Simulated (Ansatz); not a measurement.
BaTiO3 (Barioperovskite):

```
Ba Ti O
1.0
     3.98550    0.00000    0.00000
     0.00000    2.83690    2.84515
     0.00000   -2.83690    2.84515
Ba Ti O
1 1 3
Direct
  0.00000 0.00000 0.00000
  0.50000 0.51240 0.51240
  0.50000 0.99184 0.50524
  0.50000 0.50524 0.99184
  0.00000 0.48740 0.48740
```

Program: Ansatz 0.2.0. Alike in all runs: task band structure; potentials or basis Ansatz PAW; no spin polarisation; cell as given.

**Question.** Order these runs on this cell by their band gap on the k mesh, lowest first.
A. level PBEsol; k mesh 6 × 6 × 6; cutoff (eV) 420; smearing fixed; level pbesol; run kind scf
B. level r2SCAN; k mesh 6 × 6 × 6; cutoff (eV) 500; smearing fixed; level r2scan; run kind scf
C. level HSE06; k mesh 4 × 4 × 4; cutoff (eV) 420; smearing fixed; level hse06; run kind scf
D. level PBE0; k mesh 4 × 4 × 4; cutoff (eV) 420; smearing fixed; level pbe0; run kind scf
E. level r2SCAN+U; U Ti d U = 5 eV; k mesh 7 × 7 × 7; cutoff (eV) 500; smearing fermi-dirac 0.05 eV; points for each segment of the path 14; hubbard projectors ortho-atomic (the default); double counting fll (the default)

**Answer.** A (1.87 eV), B (2.26 eV), E (2.99 eV), C (3.31 eV), D (4.06 eV).

Caveats: spin-orbit coupling is left out, which moves the levels of the heavy elements; the k mesh misses the band edges, so the gap on the mesh is wider than the one along the path (some runs).

Not every run made on this cell is shown here.
